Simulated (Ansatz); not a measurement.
# Fe (P6_3/mmc) in Ansatz: further runs

The runs below take Fe through relaxation of cell and atoms, with PBEsol.

All numbers are computed with Ansatz 0.2.0; they aren't measurements. Logs are shortened: lines on timing, memory, paths and dates and some standing lists are left out, and cuts for length are marked.

**1. The structure**

The structure is hexagonal, space group P6_3/mmc (No. 194). Conventional cell: a = 2.434 Å, b = 2.434 Å, c = 3.842 Å, α = 90.00°, β = 90.00°, γ = 120.00°. Fe (site symmetry -6m2) has 12 Fe at 2.38 to 2.43 Å as nearest neighbours.

This isn't the form of Fe at room conditions, which is bcc.

**2. Relaxation of cell and atoms, PBEsol, collinear spin, ferromagnetic start, target pressure 2 GPa, at which the enthalpy is minimised**

input.yaml reads:

```yaml
crystal:
  lattice:
    - [2.4341575853, 0.0, 0.0]
    - [-1.2170787927, 2.1080423057, 0.0]
    - [0.0, 0.0, 3.84193447]
  atoms:
    - { symbol: Fe, position: [0.6666666667, 0.3333333333, 0.75], spin: 3.0 }
    - { symbol: Fe, position: [0.3333333333, 0.6666666667, 0.25], spin: 3.0 }
hamiltonian:
  xc: pbesol
  pseudopotentials: { kind: paw }
magnetization:
  spin_polarized: true
kpoints:
  mp_grid: { grid: [12, 12, 7] }
scf:
  occupations: { method: fermi_dirac, width: 0.05 }
output:
  forces: true
  stress: true
  eigenvalues: true
  write_density: true
  write_potential: true
  elf: true
  volumetric_format: npy
relax:
  f_tol: 0.01
  max_steps: 40
  cell: { stress_tol: 0.05, p_target: 2.0 }
```

Potentials or basis: Ansatz PAW.

Started as:

```console
$ ansatz run input.yaml --threads 2 --pin off --max-ram 5632MiB --backend cpu --events-out ev --progress --plain --runs-dir out
```

Output:

```text
Warning: RAYON_NUM_THREADS=2 ignored (pool sized by the plan → 2); use --threads N
Engine: ansatz 0.2.0, aarch64-unknown-linux-gnu
Pseudopotentials: kind: paw
Pseudopotential: Fe, paw, valence charge 16, recommended cutoff 420 eV (normal), Fe.paw.azcp
Functional definition: PBEsol
  exchange = pbesol_x
  correlation = pbesol_c
Crystal: 2 atoms, lattice volume = 19.714 Å³
Basis set: ecut = 420 eV, 391 PW (Γ), exchange–correlation on 36×36×54 points (8 copies of the dense FFT grid, shifted against one another)
Bands: 23, of which v1, the nominal top of the filled ones, is band 16 counted from 1 (15 counted from 0)
Symmetry: 24 space group operations
Space group: P63/mmc (ITA 194), of the structure as read, at distance tolerance 2.7e-5 Å
Magnetic group: BNS 194.263 (UNI 1493), of the structure as read, at distance tolerance 2.7e-5 Å
k-points: 76 of 1008
Non-local potential: Fe, projectors of the file, l = 0: 3, l = 1: 2, l = 2: 3, l = 3: 1
PAW form: soft (Blöchl's): semilocal exchange-correlation on the pseudo side does not see the compensation charge
PAW frozen core: Fe, regenerated for the run's functional, and the local potential with it (the file was generated under x = pbe(κ = 0.804, μ = 0.2195149727645171), c = pbe(β = 0.06672455060314922))
PAW one-centre angular grid: Fe, 590 points (default); XC on 64 Gauss nodes
Initial density: superposition of atomic densities (chi_scale 0.1, normalization cell)
Starting moments: Σ|m| = 6 μB on 2 of 2 sites
Initial wavefunctions: pseudopotential atomic-orbital guess
Functional: x = pbesol(κ = 0.804, μ = 0.12345679012345678), c = pbesol(β = 0.046)
SCF iter   1: F=—  HF=-8896.170850 eV  |F-HF|=—  |Δ(HF+E_count)|=         —  Δρ=1.21e-1 (↑1.21e-1 ↓6.54e-2)  dr2=3.67e0  dr2_m=3.93e-1  M=4.683 μB ∫|m|=4.746 μB  β_m=0.30  ethr=3.10e-3  ⟨swp⟩=5.1  Hψ=13265  notcnv=0
Mixer restart at iter 1: flushing history
preconditioner: auto → none  [metal: Δε(μ)=0.001 eV  Ē_g=10.109 eV  σ=0.050 eV  W_gap=0.00  n_scr=2 (ndim 8)  ℏωp=33.5 eV  f_vac=0.000  D(μ)=3.78/eV (n_scr^D=66)  sad-step TF]
SCF iter   2: F=—  HF=-8895.160414 eV  |F-HF|=—  |Δ(HF+E_count)|=    1.01e0  Δρ=4.40e-2 (↑4.40e-2 ↓2.97e-2)  dr2=4.78e-1  dr2_m=1.04e-1  M=4.790 μB ∫|m|=4.854 μB  β_m=0.38  ethr=3.10e-3  ⟨swp⟩=3.3  Hψ=7012  notcnv=0  defer=225
SCF iter   3: F=—  HF=-8895.942531 eV  |F-HF|=—  |Δ(HF+E_count)|=   7.82e-1  Δρ=1.78e-2 (↑1.44e-2 ↓1.78e-2)  dr2=8.36e-3  dr2_m=4.19e-2  M=4.698 μB ∫|m|=4.771 μB  β_m=0.60  ethr=1.49e-3  ⟨swp⟩=2.2  Hψ=4666  notcnv=0  defer=224
SCF iter   4: F=—  HF=-8900.371393 eV  |F-HF|=—  |Δ(HF+E_count)|=         —  Δρ=3.37e-1 (↑3.37e-1 ↓2.81e-1)  dr2=4.26e-1  dr2_m=1.72e1  M=0.182 μB ∫|m|=0.336 μB  β_m=1.00  ethr=2.61e-5  ⟨swp⟩=3.3  Hψ=8416  notcnv=0  defer=226
Mixer restart at iter 4: flushing history
SCF iter   5: F=—  HF=-8898.930914 eV  |F-HF|=—  |Δ(HF+E_count)|=    1.44e0  Δρ=1.00e-1 (↑8.12e-2 ↓1.00e-1)  dr2=3.91e0  dr2_m=1.74e-2  M=0.164 μB ∫|m|=0.203 μB  β_m=0.60  ethr=1.56e-4  ⟨swp⟩=3.9  Hψ=9948  notcnv=0  defer=126
SCF iter   6: F=—  HF=-8899.564506 eV  |F-HF|=—  |Δ(HF+E_count)|=   6.34e-1  Δρ=1.18e-1 (↑1.18e-1 ↓9.05e-2)  dr2=4.99e0  dr2_m=3.70e-2  M=0.034 μB ∫|m|=0.065 μB  β_m=0.40  ethr=1.56e-4  ⟨swp⟩=4.2  Hψ=11813  notcnv=0  defer=74
SCF iter   7: F=—  HF=-8897.787572 eV  |F-HF|=—  |Δ(HF+E_count)|=    1.78e0  Δρ=2.22e-2 (↑2.22e-2 ↓2.85e-3)  dr2=5.70e-2  dr2_m=2.05e-2  M=0.059 μB ∫|m|=0.083 μB  β_m=0.72  ethr=1.56e-4  ⟨swp⟩=4.1  Hψ=9877  notcnv=0  defer=79
SCF iter   8: F=—  HF=-8897.772719 eV  |F-HF|=—  |Δ(HF+E_count)|=   1.49e-2  Δρ=1.24e-2 (↑1.24e-2 ↓5.65e-3)  dr2=4.65e-3  dr2_m=1.34e-2  M=-0.055 μB ∫|m|=0.074 μB  β_m=0.57  ethr=1.56e-4  ⟨swp⟩=3.4  Hψ=8036  notcnv=0  defer=77
SCF iter   9: F=—  HF=-8897.763726 eV  |F-HF|=—  |Δ(HF+E_count)|=   8.99e-3  Δρ=2.42e-3 (↑2.42e-3 ↓1.57e-3)  dr2=1.30e-4  dr2_m=6.39e-4  M=-0.013 μB ∫|m|=0.017 μB  β_m=0.79  ethr=1.45e-5  ⟨swp⟩=2.7  Hψ=6914  notcnv=0  defer=77
SCF iter  10: F=—  HF=-8897.763161 eV  |F-HF|=—  |Δ(HF+E_count)|=   5.64e-4  Δρ=4.28e-4 (↑4.28e-4 ↓1.39e-4)  dr2=9.52e-6  dr2_m=1.26e-5  M=-0.002 μB ∫|m|=0.002 μB  β_m=0.89  ethr=4.06e-7  ⟨swp⟩=2.0  Hψ=6054  notcnv=0  defer=77
SCF iter  11: F=—  HF=-8897.763154 eV  |F-HF|=—  |Δ(HF+E_count)|=   7.21e-6  Δρ=8.00e-5 (↑8.00e-5 ↓3.33e-5)  dr2=1.51e-6  dr2_m=1.19e-7  M=-0.000 μB ∫|m|=0.000 μB  β_m=0.95  ethr=2.97e-8  ⟨swp⟩=2.3  Hψ=6155  notcnv=0  defer=77
SCF iter  12: F=—  HF=-8897.763154 eV  |F-HF|=—  |Δ(HF+E_count)|=   2.28e-7  Δρ=4.00e-6 (↑4.00e-6 ↓3.70e-6)  dr2=1.59e-9  dr2_m=6.47e-10  M=-0.000 μB ∫|m|=0.000 μB  β_m=0.86  ethr=4.72e-9  ⟨swp⟩=2.6  Hψ=5728  notcnv=0  defer=77
SCF iter  13: F=—  HF=-8897.763154 eV  |F-HF|=—  |Δ(HF+E_count)|=   2.78e-9  Δρ=2.59e-6 (↑2.59e-6 ↓1.96e-6)  dr2=2.59e-9  dr2_m=4.59e-11  M=-0.000 μB ∫|m|=0.000 μB  β_m=0.93  ethr=4.98e-12  ⟨swp⟩=2.3  Hψ=5924  notcnv=0  defer=77
[... 44 lines left out ...]
SCF iter   4: F=—  HF=-8897.763088 eV  |F-HF|=—  |Δ(HF+E_count)|=   5.23e-8  Δρ=1.52e-6 (↑1.46e-6 ↓1.52e-6)  dr2=1.12e-9  dr2_m=1.01e-12  M=-0.000 μB ∫|m|=0.000 μB  β_m=0.73  ethr=3.17e-11  ⟨swp⟩=1.0  Hψ=3518  notcnv=0
SCF iter   5: F=—  HF=-8897.763088 eV  |F-HF|=—  |Δ(HF+E_count)|=   3.76e-8  Δρ=1.23e-6 (↑1.19e-6 ↓1.23e-6)  dr2=8.04e-10  dr2_m=5.96e-14  M=-0.000 μB ∫|m|=0.000 μB  β_m=0.81  ethr=3.50e-12  ⟨swp⟩=2.0  Hψ=6047  notcnv=0
SCF iter   6: F=—  HF=-8897.763088 eV  |F-HF|=—  |Δ(HF+E_count)|=   4.73e-9  Δρ=4.05e-7 (↑4.05e-7 ↓4.04e-7)  dr2=8.67e-11  dr2_m=1.17e-16  M=0.000 μB ∫|m|=0.000 μB  β_m=0.88  ethr=2.51e-12  ⟨swp⟩=2.1  Hψ=5678  notcnv=0
SCF iter   7: F=—  HF=-8897.763088 eV  |F-HF|=—  |Δ(HF+E_count)|=  2.78e-10  Δρ=1.14e-7 (↑1.14e-7 ↓1.11e-7)  dr2=6.82e-12  dr2_m=7.56e-16  M=0.000 μB ∫|m|=0.000 μB  β_m=0.94  ethr=1.00e-12  ⟨swp⟩=2.0  Hψ=4552  notcnv=0
SCF iter   8: F=-8897.763088 eV  HF=-8897.763088 eV  |F-HF|=1.82e-12  |Δ(HF+E_count)|=  1.64e-11  Δρ=5.90e-9 (↑5.90e-9 ↓5.72e-9)  dr2=1.05e-14  dr2_m=3.97e-17  M=0.000 μB ∫|m|=0.000 μB  ethr=1.00e-12  ⟨swp⟩=4.2  Hψ=14929  notcnv=0
the starting moments were not kept: the SCF closed with an absolute magnetisation of 1.1e-8 μB, where they sum to 6 μB in size (2 sites). That is at most 0.1 of that sum. Measured as dr2_m measures the in/out step, that magnetisation stands 1.2e-16 eV from none, at or under the dr2_threshold of 2.0e-11 eV: it is no larger than a step whose dr2_m would equal this threshold.
SCF 4 converged in 8 iterations: F = -8897.763088 eV  dr2 = 1.05e-14
relax step   4: F+E_penalty+E_count = -8897.76308820 eV  Δ(F+E_penalty+E_count) = +1.639e-4 eV  max|allowed force component| = 2.082e-17 eV/Å  Δτ_max = 0.0000 Å  P = +2.015 GPa  Ω = 19.503 Å³  stress off target by 1.77e-2 GPa  SCF on the basis re-selected at this cell (its energy is not comparable with the rows above)  (8 SCF iters)
basis re-selected at this cell: Δ(F+E_penalty+E_count) = +1.639e-4 eV, ΔP = -0.016 GPa vs the last step (what re-selecting the basis moved, of the pressure what is left beyond the Pulay correction that the steps carried, after the strain that the cell walked since its last selection, with what the two solves' SCF thresholds leave and, on support functions, any second-order correction that the steps lacked; it is no measure of the basis error at this ecutwfc). This SCF's stress stands 1.77e-2 GPa from its target on what of the cell is left free (relax.cell.stress_tol is 5.00e-2 GPa) and its largest allowed force component is 2.08e-17 eV/Å (relax.f_tol is 1.00e-2 eV/Å): within both
SCF converged after 8 iterations
Magnetization: 0.0000 μB (16.0000 up, 16.0000 down)
Absolute magnetization: 0.0000 μB (∫|ρ↑−ρ↓|, with the PAW one-centre terms)
Spin contamination: 0.0000 ħ² per cell (⟨S²⟩ above its minimum at these occupations)
Per-site moments (μB) at R_I (Å): [(5.261560848456673e-9, 0.9795159223433636), (5.26156073418678e-9, 0.9795159223433636)]
Free energy (F): -8897.763088 eV
Harris-Foulkes:  -8897.763088 eV  (|F-HF|=1.82e-12)
Internal energy: -8897.743950 eV  (E = F + TS)
E sigma→0 (E₀):  -8897.753519 eV
Entropy (-TS):   -0.019138 eV (-9.569 meV/atom)
Fermi energy:    22.087636 eV
--- Per-component energies (eV) ---
  E_band       = -322.233767
  E_kinetic    = 714.336273
  E_local      = -3740.627599  (includes V_loc(G=0)·N_el)
  E_nonlocal   = 427.943678
  E_hartree    = 1585.784898
  E_xc         = -238.910530
  E_vxc        = -309.101556  (∫ρ·V_xc dr)
  E_paw        = -2663.943013  (= ΣΔE_a)
  E_vpaw       = -586.356487  (= ΣTr[D̂ρ^β])
  E_aug_tail   = 0.002123  (compensation charges beyond the density's cutoff)
  E_ewald      = -4982.688184
  E_core_change = 0.358403  (= ΣΔE_core)
  E_smearing   = -0.019138  (= −TS)
  E_closure    = -0.000000  (closes the sum)
  Σ components = -8897.763088   (vs F -8897.763088, Δ=0.00e0)
--- Forces (eV/Å), atoms counted from 1 ---
  atom   1  Fe     0.00000000    -0.00000000    -0.00000000
  atom   2  Fe    -0.00000000     0.00000000     0.00000000
  max |Σ_I F_I| component: 4.63e-18 eV/Å
--- Stress (GPa, compression-positive) ---
        2.017650       0.000000       0.000000
        0.000000       2.017650      -0.000000
        0.000000      -0.000000       2.009169
  P = ⅓ Tr σ = 2.0148 GPa (20.148 kbar)
--- Band table (eV; the first three rows and the last of 152) ---
  k-point 0 ↑: bands = ["-64.9728", "-64.8094", "-31.4928", "-30.8535", "-30.8535", "-30.7416", "-30.7416", "-30.7267", "12.7337", "16.7760", "20.2797", "20.2797", "20.4055", "20.7834", "20.7834", "21.1713", "21.1713", "22.4694", "22.8453", "22.8453", "31.2035", "43.6930", "47.3512"]
  k-point 1 ↑: bands = ["-64.9647", "-64.8175", "-31.4561", "-30.8480", "-30.8480", "-30.7659", "-30.7472", "-30.7472", "12.9712", "16.7461", "20.1903", "20.1903", "20.3176", "20.6898", "20.6898", "21.3750", "21.3750", "21.7831", "22.8410", "22.8410", "32.2894", "43.5294", "46.8336"]
  k-point 2 ↑: bands = ["-64.9421", "-64.8402", "-31.3525", "-30.8750", "-30.8325", "-30.8325", "-30.7627", "-30.7627", "13.6549", "16.5173", "20.0879", "20.0879", "20.0921", "20.4712", "20.4712", "20.5661", "21.7956", "21.7956", "22.7776", "22.7776", "34.8140", "42.9750", "45.4800"]
  k-point 75 ↓: bands = ["-64.7952", "-64.7952", "-31.3154", "-31.3154", "-31.1686", "-31.1142", "-30.8585", "-30.8585", "18.3835", "18.4681", "18.4681", "18.5840", "19.6741", "19.6741", "21.1950", "21.4892", "22.8717", "22.8717", "29.2986", "29.2986", "30.4541", "31.8320", "34.0686"]
--- Relaxed structure (3 steps of the walk, 3 accepted, 1 SCFs on fresh bases) ---
  F+E_penalty+E_count = -8897.76308820 eV   max|allowed force component| = 2.082e-17 eV/Å   (the final SCF, on the basis selected at the relaxed cell)
  cell:  # Å, volume = 19.5031 Å³
    - [2.4222907769567734, 2.8726804275101712e-11, 5.96539530069867e-35]
    - [-1.2111453885032648, 2.0977653481829472, -2.5526045465488594e-34]
    - [2.7675678987764726e-34, -4.108554406431051e-34, 3.83813421387087]
  atoms:
    - { symbol: Fe, position: [0.6666666666666667, 0.3333333333333333, 0.7499999999999999] }
    - { symbol: Fe, position: [0.3333333333333333, 0.6666666666666666, 0.25] }
```

Run time: 14 s. Hardware: 2 threads of Arm Neoverse V2, shared host; peak memory 0.33 GiB.

What came out:

```yaml
Free_energy: -8897.7631 eV
Relaxed_volume: 9.75 Å³/atom
Relaxed_cell: a = 2.422 Å, b = 2.422 Å, c = 3.838 Å, α = 90.00°, β = 90.00°, γ = 120.00°
Space_group_after_relaxing_to_0.05_Å: P6_3/mmc (No. 194)
Energy_change_on_relaxing_the_enthalpy_is_what_falls: +0.0 meV/atom
Ionic_steps: 4
Pressure_after_relaxing: 2.0 GPa
Band_gap_on_the_k_mesh: none (metal or under the smearing width)
Net_moment: 0.00 μB per cell
Absolute_moment: 0.00 μB per cell
```

Final structure:
```yaml
crystal:
  lattice:
    - [2.42229, 0.00000, 0.00000]
    - [-1.21115, 2.09777, 0.00000]
    - [0.00000, 0.00000, 3.83813]
  atoms:
    - { symbol: Fe, position: [0.66667, 0.33333, 0.75000] }
    - { symbol: Fe, position: [0.33333, 0.66667, 0.25000] }
```

Caveat: the starting moments collapsed, and a magnetic state may lie lower; the plane-wave basis is chosen anew once the cell has moved, so the energies of steps on either side of that aren't comparable; the PAW data sets come from PBE, with cores solved anew for the run's functional, which leaves a small shift of forces and pressure; the starting moments weren't kept.

(Part 1 of 2 ends here.)
